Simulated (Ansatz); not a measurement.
**TiAl3: convergence and cost**

The task, for TiAl3: sweep the k-point mesh on the displaced cell.

Method: DFT r2SCAN, scalar-relativistic, plane waves, PAW, in Ansatz 0.2.0.

2 further runs of the same task are left out: 1 that didn't finish, 1 set aside as unsound or not needed. Runs told in other sessions of the task aren't counted.

### Step 1. Starting point

The structure is orthorhombic, space group Pmm2 (No. 25). Conventional cell: a = 2.840 Å, b = 4.681 Å, c = 4.901 Å, α = 90.00°, β = 90.00°, γ = 90.00°. Ti (site symmetry mm2) has 10 Al at 2.83 to 2.85 Å and 2 Ti at 2.84 Å in its first shell of neighbours. Al (site symmetry mm2) has 4 Ti at 2.83 to 2.84 Å and 8 Al at 2.84 to 2.86 Å in its first shell of neighbours. Around Al (site symmetry mm2) lie 8 Al at 2.81 to 2.86 Å and 4 Ti at 2.85 Å. Al (site symmetry mm2) has 10 Al at 2.81 to 2.86 Å and 2 Ti at 2.85 Å in its first shell of neighbours.

Coordinates:

```xyz
4
Lattice="2.8397 0.0000 0.0000 0.0000 4.6813 0.0000 0.0000 0.0000 4.9007" Properties=species:S:1:pos:R:3 pbc="T T T"
Ti    0.0000    2.3406    0.8131
Al    1.4198    2.3406    3.2701
Al    1.4198    0.0000    1.6217
Al    0.0000    0.0000    4.0965
```

The structure comes from the Materials Project (structure only); it is used as listed.

### Step 2. The base input

Input file input.yaml:

```yaml
crystal:
  lattice:
    - [2.839677, 0.0, 0.0]
    - [0.0, 4.681264, 0.0]
    - [0.0, 0.0, 4.900742]
  atoms:
    - { symbol: Ti, position: [0.0, 0.5, 0.165916] }
    - { symbol: Al, position: [0.5, 0.5, 0.667271] }
    - { symbol: Al, position: [0.5, 0.0, 0.330912] }
    - { symbol: Al, position: [0.0, 0.0, 0.8359] }
basis:
  ecutwfc: 500
kpoints:
  mp_grid: { grid: [14, 10, 10] }
hamiltonian:
  xc: r2scan
scf:
  occupations: { method: gaussian, width: 0.1 }
output:
  forces: true
  stress: true
  eigenvalues: true
  populations: true
  write_density: true
  write_potential: true
  elf: true
  volumetric_format: npy
```

Its results, from an earlier run: -1031.6594 eV/atom at zero smearing, pressure -2.17 GPa, largest force 0.040 eV/Å, no gap on the mesh, in 7 SCF cycles and 2 min.

The runs on the displaced cell use a copy made earlier, with the atoms moved and the axes strained (about 1 %) at random, so that forces and shear stress do not vanish.

### Step 3. K-point mesh on the displaced cell set to 1×1×1

Input file input.yaml:

```yaml
crystal:
  lattice:
    - [2.8116683263, -0.019658847, -0.0186566057]
    - [-0.0324080002, 4.6421640465, -0.010086417]
    - [-0.0321977504, -0.0105593121, 4.9349421324]
  atoms:
    - { symbol: Ti, position: [-0.0267402667, 0.4885473599, 0.1760357973] }
    - { symbol: Al, position: [0.5033607929, 0.5236931408, 0.6745434641] }
    - { symbol: Al, position: [0.4735485346, 0.0418715234, 0.3082792194] }
    - { symbol: Al, position: [0.0048113747, -0.0030813399, 0.8463180768] }
basis:
  ecutwfc: 500
kpoints:
  mp_grid: { grid: [1, 1, 1] }
hamiltonian:
  xc: r2scan
scf:
  occupations: { method: gaussian, width: 0.1 }
output:
  forces: true
  stress: true
  eigenvalues: true
```

Run with:

```console
> ansatz run input.yaml --threads 1 --pin off --max-ram 2560MiB --backend cpu --events-out ev --progress --plain --runs-dir out
```

Further runs follow: K-point mesh on the displaced cell set to 2×2×2; K-point mesh on the displaced cell: 4×2×2; K-point mesh on the displaced cell set to 4×4×4; K-point mesh on the displaced cell set to 6×4×4; K-point mesh on the displaced cell set to 8×4×4.

**Question.** What does this series show?

As calculated:

| quantity | value |
| --- | --- |
| k-point mesh on the displaced cell: within 10 and 1 meV/atom of 10×6×6 from | 6×4×4 for 10; none of the others for 1 |

In words: The energy still moves by 8.63 meV/atom between the last two values of the k-point mesh on the displaced cell, so 1 meV/atom is not shown to be reached. The error changes sign along the series, since a k mesh isn't variational, and a metal needs dense meshes to resolve its Fermi surface. Forces come within 0.01 eV/Å only at the reference itself.
